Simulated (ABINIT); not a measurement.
# Ge (I4_1/amd) in ABINIT: further runs

One crystal, Ge, is run at these levels: LDA, PBEsol; tasks: single point, relaxation of cell and atoms.

All numbers are computed with ABINIT 10.8.3 (patched build); they aren't measurements. Logs are shortened: lines on timing, memory, paths and dates and some standing lists are left out, and cuts for length are marked. The log counts tension as positive stress, the text compression.

### Step 1. Starting point

It takes space group I4_1/amd (No. 141, tetragonal). The conventional cell has a = 5.149 Å, b = 5.149 Å, c = 2.795 Å, α = 90.00°, β = 90.00°, γ = 90.00°. Ge (site symmetry -4m2) is surrounded by 6 Ge at 2.67 to 2.79 Å.

This isn't the form of Ge at room conditions, which is diamond.

### Step 2. Single point, LDA

run.abi reads:

```
# Pseudopotentials
pp_dirpath "./"
pseudos "Ge.hgh"

# Structure
acell 3*1.0 Angstrom
rprim
    -2.5744897190     2.5744897190     1.3974126432
     2.5744897190    -2.5744897190     1.3974126432
     2.5744897190     2.5744897190    -1.3974126432
ntypat 1
znucl 32
natom 2
typat 1 1
xcart
     0.0000000000     0.0000000000     2.6407271787
     4.8650804796     0.0000000000     1.3203635894

# Plane-wave basis
ecut 14.0

# k points
kptopt 1
ngkpt 8 8 8
nshiftk 1
shiftk 0.0 0.0 0.0

# Exchange and correlation
ixc 7

# Bands and occupations
nband 8
occopt 3
tsmear 0.00183747

# SCF cycle
nstep 100
tolvrs 1.0e-10

# Output
iomode 3
prtwf 0
prtden 0
prteig 0
prtebands 0
```

Potentials or basis: HGH LDA.

Started as:

```console
abinit run.abi > log 2>&1
```

run.abo:

```text
.Version 10.8.3 of ABINIT
 Symmetries : space group I4_1/a m d (#141); Bravais tI (body-center tetrag.)
================================================================================
 Values of the parameters that define the memory need of the present run
     intxc =       0    ionmov =       0      iscf =       7    lmnmax =       6
     lnmax =       6     mgfft =      27  mpssoang =       3    mqgrid =    3001
     natom =       2  nloc_mem =       1    nspden =       1   nspinor =       1
    nsppol =       1      nsym =      16    n1xccc =       0    ntypat =       1
    occopt =       3   xclevel =       1
       mpw =         637          nfft =       19683          nkpt =          59
================================================================================
================================================================================

--------------------------------------------------------------------------------
------------- Echo of variables that govern the present computation ------------
--------------------------------------------------------------------------------
 -outvars: echo values of preprocessed input variables --------
            acell      1.8897261259E+00  1.8897261259E+00  1.8897261259E+00 Bohr
              amu      7.26100000E+01
             ecut      1.40000000E+01 Hartree
                       outvar_i_n : Printing only first  50 k-points.
              ixc           7
                       outvar_i_n : Printing only first  50 k-points.
         kptrlatt        8    0    0      0    8    0      0    0    8
          kptrlen      4.22516349E+01
            natom           2
            nband           8
            ngfft          27      27      27
             nkpt          59
            nstep         100
             nsym          16
           ntypat           1
                       prtocc : prtvol=0, do not print more k-points.
           occopt           3
           prtden           0
        prtebands           0
           prteig           0
            prtwf           0
            rprim     -2.5744897190E+00  2.5744897190E+00  1.3974126432E+00
                       2.5744897190E+00 -2.5744897190E+00  1.3974126432E+00
                       2.5744897190E+00  2.5744897190E+00 -1.3974126432E+00
          spgroup         141
           tolvrs      1.00000000E-10
           tsmear      1.83747000E-03 Hartree
            typat      1  1
                       outvars : Printing only first  50 k-points.
           xangst     -8.6660320446E-10  1.3295261878E-16  1.3974126425E+00
                       2.5744897181E+00  6.6438468201E-17  6.9870632089E-01
            xcart     -1.6376427163E-09  2.5124403721E-16  2.6407271792E+00
                       4.8650804812E+00  1.2555050912E-16  1.3203635889E+00
             xred      4.9999999975E-01  4.9999999958E-01 -1.6830579379E-10
                       2.4999999975E-01  7.4999999958E-01  4.9999999983E-01
            znucl       32.00000

================================================================================

 chkinp: Checking input parameters for consistency.

================================================================================
== DATASET  1 ==================================================================

--- !DatasetInfo
iteration_state: {dtset: 1, }
dimensions: {natom: 2, nkpt: 59, mband: 8, nsppol: 1, nspinor: 1, nspden: 1, mpw: 637, }
cutoff_energies: {ecut:  14.0, pawecutdg:  -1.0, }
electrons: {nelect:   8.00000000E+00, charge:   0.00000000E+00, occopt:   3.00000000E+00, tsmear:   1.83747000E-03, }
meta: {optdriver: 0, ionmov: 0, optcell: 0, iscf: 7, paral_kgb: 0, }
...

 Exchange-correlation functional for the present dataset will be:
  LDA: Perdew-Wang 92 LSD fit to Ceperley-Alder data - ixc=7
  J.P.Perdew and Y.Wang, PRB 45, 13244 (1992)

 Real(R)+Recip(G) space primitive vectors, cartesian coordinates (Bohr,Bohr^-1):
 R(1)= -4.8650805  4.8650805  2.6407272  G(1)=  0.0000000  0.1027732  0.1893418
 R(2)=  4.8650805 -4.8650805  2.6407272  G(2)=  0.1027732  0.0000000  0.1893418
 R(3)=  4.8650805  4.8650805 -2.6407272  G(3)=  0.1027732  0.1027732  0.0000000
 Unit cell volume ucvol=  2.5001357E+02 bohr^3
 Angles (23,13,12)=  9.73769836E+01  9.73769836E+01  1.38005201E+02 degrees

 getcut: wavevector=  0.0000  0.0000  0.0000  ngfft=  27  27  27
         ecut(hartree)=     14.000   => boxcut(ratio)=   2.09795

--- Pseudopotential description ------------------------------------------------
- pspini: atom type   1  psp file is ./Ge.hgh
    3    1    2    0      2001   0.00000      pspcod,pspxc,lmax,lloc,mmax,r2well

 pspatm : COMMENT -
  the projectors are not normalized,
  so that the KB energies are not consistent with
  definition in PRB44, 8503 (1991).
  However, this does not influence the results obtained hereafter.

   1.17259317E+02                                ecore*ucvol(ha*bohr**3)
--------------------------------------------------------------------------------

================================================================================

--- !BeginCycle
iteration_state: {dtset: 1, }
solver: {iscf: 7, nstep: 100, nline: 4, wfoptalg: 0, }
tolerances: {tolvrs: 1.00E-10, }
...

     iter   Etot(hartree)      deltaE(h)  residm     vres2
 ETOT  1  -7.9685950333158    -7.969E+00 3.335E-02 6.919E+00
 ETOT  2  -7.9732463794880    -4.651E-03 7.641E-04 9.479E-02
 ETOT  3  -7.9732728585284    -2.648E-05 1.242E-04 2.446E-04
 ETOT  4  -7.9732729102382    -5.171E-08 2.227E-04 2.300E-06
 ETOT  5  -7.9732729106761    -4.378E-10 1.451E-05 2.419E-08
 ETOT  6  -7.9732729106811    -5.039E-12 3.914E-05 1.788E-10
 ETOT  7  -7.9732729106811    -3.109E-14 2.138E-06 2.515E-12

 At SCF step    7       vres2   =  2.51E-12 < tolvrs=  1.00E-10 =>converged.

 Cartesian components of stress tensor (hartree/bohr^3)
  sigma(1 1)=  1.89591701E-04  sigma(3 2)=  0.00000000E+00
  sigma(2 2)=  1.89591701E-04  sigma(3 1)=  0.00000000E+00
  sigma(3 3)=  2.06107429E-05  sigma(2 1)=  0.00000000E+00

--- !ResultsGS
iteration_state: {dtset: 1, }
comment   : Summary of ground state results
lattice_vectors:
- [ -4.8650805,   4.8650805,   2.6407272, ]
- [  4.8650805,  -4.8650805,   2.6407272, ]
- [  4.8650805,   4.8650805,  -2.6407272, ]
lattice_lengths: [   7.36963,    7.36963,    7.36963, ]
lattice_angles: [ 97.377,  97.377, 138.005, ] # degrees, (23, 13, 12)
lattice_volume:   2.5001357E+02
convergence: {deltae: -3.109E-14, res2:  2.515E-12, residm:  2.138E-06, diffor: null, }
etotal    :  -7.97327291E+00
entropy   :   0.00000000E+00
fermie    :   2.14185761E-01
cartesian_stress_tensor: # hartree/bohr^3
- [  1.89591701E-04,   0.00000000E+00,   0.00000000E+00, ]
- [  0.00000000E+00,   1.89591701E-04,   0.00000000E+00, ]
- [  0.00000000E+00,   0.00000000E+00,   2.06107429E-05, ]
pressure_GPa:  -3.9208E+00
xred      :
- [  5.0000E-01,   5.0000E-01,  -1.6831E-10, Ge]
- [  2.5000E-01,   7.5000E-01,   5.0000E-01, Ge]
cartesian_forces: # hartree/bohr
- [ -0.00000000E+00,  -0.00000000E+00,  -0.00000000E+00, ]
- [ -0.00000000E+00,  -0.00000000E+00,  -0.00000000E+00, ]
force_length_stats: {min:   0.00000000E+00, max:   0.00000000E+00, mean:   0.00000000E+00, }
...

 Integrated electronic density in atomic spheres:
 ------------------------------------------------
 Atom  Sphere_radius  Integrated_density
    1        2.00000          1.61099531
    2        2.00000          1.61770894
================================================================================

 ----iterations are completed or convergence reached----

 Mean square residual over all n,k,spin=   61.515E-10; max=  21.384E-07
 reduced coordinates (array xred) for    2 atoms
       0.499999999745      0.499999999577     -0.000000000168
       0.249999999745      0.749999999577      0.499999999832
 rms dE/dt=  0.0000E+00; max dE/dt=  0.0000E+00; dE/dt below (all hartree)
    1       0.000000000000      0.000000000000      0.000000000000
    2       0.000000000000      0.000000000000      0.000000000000

 cartesian coordinates (angstrom) at end:
    1     -0.00000000086660     0.00000000000000     1.39741264248737
    2      2.57448971813340     0.00000000000000     0.69870632088737

 cartesian forces (hartree/bohr) at end:
    1     -0.00000000000000    -0.00000000000000    -0.00000000000000
    2     -0.00000000000000    -0.00000000000000    -0.00000000000000
 frms,max,avg= 0.0000000E+00 0.0000000E+00   0.000E+00  0.000E+00  0.000E+00 h/b

 cartesian forces (eV/Angstrom) at end:
    1     -0.00000000000000    -0.00000000000000    -0.00000000000000
    2     -0.00000000000000    -0.00000000000000    -0.00000000000000
 frms,max,avg= 0.0000000E+00 0.0000000E+00   0.000E+00  0.000E+00  0.000E+00 e/A
 length scales=  1.889726125908  1.889726125908  1.889726125908 bohr
              =  1.000000000000  1.000000000000  1.000000000000 angstroms
 Fermi (or HOMO) energy (hartree) =   0.21419   Average Vxc (hartree)=  -0.35627
 Eigenvalues (hartree) for nkpt=  59  k points:
 kpt#   1, nband=  8, wtk=  0.00195, kpt=  0.0000  0.0000  0.0000 (reduced coord)
  -0.27241    0.06248    0.13108    0.13108    0.33930    0.49452    0.49452    0.51268
      occupation numbers for kpt#   1
   2.00000    2.00000    2.00000    2.00000    0.00000    0.00000    0.00000    0.00000
 prteigrs : prtvol=0 or 1, do not print more k-points.

--- !EnergyTerms
iteration_state     : {dtset: 1, }
comment             : Components of total free energy in Hartree
kinetic             :  3.01952029524236E+00
hartree             :  1.36257337676555E-01
xc                  : -2.32816862455615E+00
Ewald energy        : -9.14623954899967E+00
psp_core            :  4.69011807903795E-01
local_psp           : -8.74432925573915E-01
non_local_psp       :  7.51052908038466E-01
internal            : -7.97299875026855E+00
'-kT*entropy'       : -2.74160412568794E-04
total_energy        : -7.97327291068112E+00
total_energy_eV     : -2.16963808817161E+02
band_energy         :  1.32509930386485E-01
...

 Cartesian components of stress tensor (hartree/bohr^3)
  sigma(1 1)=  1.89591701E-04  sigma(3 2)=  0.00000000E+00
  sigma(2 2)=  1.89591701E-04  sigma(3 1)=  0.00000000E+00
  sigma(3 3)=  2.06107429E-05  sigma(2 1)=  0.00000000E+00

-Cartesian components of stress tensor (GPa)         [Pressure= -3.9208E+00 GPa]
- sigma(1 1)=  5.57798042E+00  sigma(3 2)=  0.00000000E+00
- sigma(2 2)=  5.57798042E+00  sigma(3 1)=  0.00000000E+00
- sigma(3 3)=  6.06388991E-01  sigma(2 1)=  0.00000000E+00

== END DATASET(S) ==============================================================
================================================================================

 -outvars: echo values of variables after computation  --------
            acell      1.8897261259E+00  1.8897261259E+00  1.8897261259E+00 Bohr
           etotal     -7.9732729107E+00
            fcart     -0.0000000000E+00 -0.0000000000E+00 -0.0000000000E+00
                      -0.0000000000E+00 -0.0000000000E+00 -0.0000000000E+00
            rprim     -2.5744897190E+00  2.5744897190E+00  1.3974126432E+00
                       2.5744897190E+00 -2.5744897190E+00  1.3974126432E+00
                       2.5744897190E+00  2.5744897190E+00 -1.3974126432E+00
           strten      1.8959170100E-04  1.8959170100E-04  2.0610742890E-05
                       0.0000000000E+00  0.0000000000E+00  0.0000000000E+00
           xangst     -8.6660320446E-10  1.3295261878E-16  1.3974126425E+00
                       2.5744897181E+00  6.6438468201E-17  6.9870632089E-01
             xred      4.9999999975E-01  4.9999999958E-01 -1.6830579379E-10
                       2.4999999975E-01  7.4999999958E-01  4.9999999983E-01
 Calculation completed.
```

It took 6.9 s on 1 thread of Arm Neoverse V1, shared host; peak memory 0.06 GiB.

Results:

- Free energy: -216.9638 eV
- Pressure: -3.9 GPa
- Band gap on the k mesh: none (metal or under the smearing width)
- Valence electrons inside the program's atomic spheres: Ge 1.61, 1.62 (radii [1.0584] Å)

Caveat: HGH potentials are hard and often keep d shells in the core, so these values are rough.

(Continued in part 2 of 3.)
